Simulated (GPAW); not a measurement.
Wanted: an ASE script for a GPAW 26.7.0 run.

| Item | Value |
| --- | --- |
| Task | single point |
| Functional | PBE |
| Potentials or basis | GPAW PAW data sets (gpaw-data 1.2.1), newer versions |
| Cutoff | 450 eV |
| Basis | pw |
| k mesh | 6 × 6 × 3 |
| Occupations | fermi-dirac, width 0.01 eV |
| Spin | no spin polarisation |
| Maxiter | 150 |
| Data set | S v3 |

The structure of CdS (Greenockite) lies in POSCAR:

```
CdS
1.0
    4.1500000000      0.0000000000      0.0000000000
   -2.0750000000      3.5940054257      0.0000000000
    0.0000000000      0.0000000000      6.7370000000
Cd S
2 2
Direct
    0.6666666667      0.3333333333      0.5000000000
    0.3333333333      0.6666666667      0.0000000000
    0.6666666667      0.3333333333      0.8750000000
    0.3333333333      0.6666666667      0.3750000000
```

The input as run:

run.py

```python
from ase.dft.bandgap import bandgap
from ase.io import read, write
from ase.units import GPa
from gpaw import GPAW, PW

atoms = read('POSCAR')

calc = GPAW(mode=PW(450),
            xc='PBE',
            kpts={'size': (6, 6, 3), 'gamma': True},
            occupations={'name': 'fermi-dirac', 'width': 0.01},
            setups={'S': 'v3'},
            nbands=-13,
            convergence={'density': 1e-05, 'energy': 1e-05},
            maxiter=150,
            txt='gpaw.txt')
atoms.calc = calc
energy = atoms.get_potential_energy()
forces = atoms.get_forces()
stress = atoms.get_stress()
calc.write('gs.gpw')
write('result.traj', atoms)
print(f'Energy: {energy:.6f} eV')
print('Forces (eV/A):')
print(forces.round(4))
print('Stress (GPa):', (stress / GPa).round(3))
print('Fermi level:', round(calc.get_fermi_level(), 4), 'eV')
print(f'Gap: {bandgap(calc)[0]:.4f} eV, direct: {bandgap(calc, direct=True)[0]:.4f} eV')
```

Potentials or basis: GPAW PAW data sets (gpaw-data 1.2.1), newer versions, pw.

The run is started by

```console
$ OMP_NUM_THREADS=1 python run.py
```

It gave:

```yaml
Pressure: 1.1 GPa
Largest_force: 0.067 eV/Å
Band_gap_on_the_k_mesh: 1.18 eV, direct
```

Caveat: the cutoff is short for stress and forces, so pressures can be off by a GPa or more.

It took 27 s on 1 thread of Arm Neoverse V1, on a shared host, peak memory 0.17 GiB.
